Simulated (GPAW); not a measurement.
A run of GPAW 26.7.0 is set up as follows.

File run.py:

```python
from ase.filters import FrechetCellFilter
from ase.io import read, write
from ase.optimize import LBFGS
from gpaw import GPAW, PW

atoms = read('Ti.xyz')

calc = GPAW(mode=PW(600),
            xc='PBE',
            kpts={'size': (10, 10, 6), 'gamma': True},
            occupations={'name': 'fermi-dirac', 'width': 0.05},
            nbands=24,
            convergence={'density': 1e-05, 'forces': 0.0001},
            maxiter=150,
            txt='gpaw.txt')
atoms.calc = calc
opt = LBFGS(FrechetCellFilter(atoms), trajectory='relax.traj', logfile='-')
done = opt.run(fmax=0.02, steps=60)
calc.write('gs.gpw')
write('result.traj', atoms)
print('Converged:', done)
print('Cell:', atoms.cell.cellpar().round(4))
print('Volume:', round(atoms.get_volume(), 4))
print(atoms.get_scaled_positions().round(5))
```

Contents of Ti.xyz:

```xyz
2
Lattice="2.9500000000 0.0000000000 0.0000000000 -1.4750000000 2.5547749412 0.0000000000 0.0000000000 0.0000000000 4.6800000000" Properties=species:S:1:pos:R:3 pbc="T T T"
Ti     1.4750000001      0.8515916470      3.5100000000
Ti    -0.0000000001      1.7031832942      1.1700000000
```

Potentials or basis: GPAW PAW data sets (gpaw-data 1.2.1), pw.

Command:

```sh
$ OMP_NUM_THREADS=1 python run.py
```

(1) Predict the space group after relaxing (to 0.05 Å).

(2) Estimate the band gap on the k mesh.

(3) Estimate the relaxed cell.

Results:

(1) P6_3/mmc (No. 194).

(2) none (metal or under the smearing width).

(3) a = 2.933 Å, b = 2.933 Å, c = 4.646 Å, α = 90.00°, β = 90.00°, γ = 120.00°.

Caveat: later steps reuse the first step's grids.
